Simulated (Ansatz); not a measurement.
GaSb: one input, then a changed one

The cell is COD entry 9008847, as deposited and not checked against the literature; nothing was relaxed. It differs from other determinations. The listed cell was then made from it by scaling, straining or moving an atom.

First run: DFT, PBE, all-electron LAPW, scalar-relativistic (Ansatz 0.2.0).

Command: `ansatz run input.yaml --threads 1 --pin off --max-ram 2048MiB --backend cpu --events-out ev --progress --plain --runs-dir out` The run took 32 s on 1 thread of Arm Neoverse V2, on a shared host, peak memory 0.41 GiB.

```yaml
crystal:
  lattice:
    - [0.0, 3.0176570942, 3.0176570942]
    - [3.0176570942, 0.0, 3.0176570942]
    - [3.0176570942, 3.0176570942, 0.0]
  atoms:
    - { symbol: Ga, position: [0.0, 0.0, 0.0] }
    - { symbol: Sb, position: [0.75, 0.75, 0.75] }
kpoints:
  mp_grid: { grid: [12, 12, 12] }
scf:
  occupations: { method: fermi_dirac, width: 0.08 }
hamiltonian:
  xc: pbe
  pseudopotentials: { kind: all_electron, lapw: { basis_error: 0.001 } }
output:
  forces: true
  stress: true
  eigenvalues: true
```

Result: converged; pressure 4.82 GPa; gap on the k mesh 0.33 eV; 7 SCF iterations.

Spin–orbit coupling is left out, though it moves levels of the heavy atoms by tenths of an eV or more.

A second run of a changed input logged this at its end:

```
Error: YAML parse error: error: line 21 column 1: unknown field `ENCUT`, expected one of crystal, accuracy, basis, kpoints, hamiltonian, magnetization, projection, total_charge, correlation, batch, efield, external_charges, scf, relax, neb, saddle, md, ramp, phonons, dielectric, real_time, elastic, magnetic_configurations, gw, evaluate, workflow, output, checkpoint, execution
  --> <input>:21:1
   |
19 |   stress: true
20 |   eigenvalues: true
21 | ENCUT: 400
   | ^ unknown field `ENCUT`, expected one of crystal, accuracy, basis, kpoints, hamiltonian, magnetization, projection, total_charge, correlation, batch, efield, external_charges, scf, relax, neb, saddle, md, ramp, phonons, dielectric, real_time, elastic, magnetic_configurations, gw, evaluate, workflow, output, checkpoint, execution
```

**Question.** What was wrong with the input?

**Answer.** A keyword of another program, by this change (others could give a like log):
```diff
@@ -11,4 +11,5 @@
 scf:
   occupations: { method: fermi_dirac, width: 0.08 }
+  max_iter: 100
 hamiltonian:
   xc: pbe
@@ -18,3 +19,4 @@
   stress: true
   eigenvalues: true
+ENCUT: 400
```
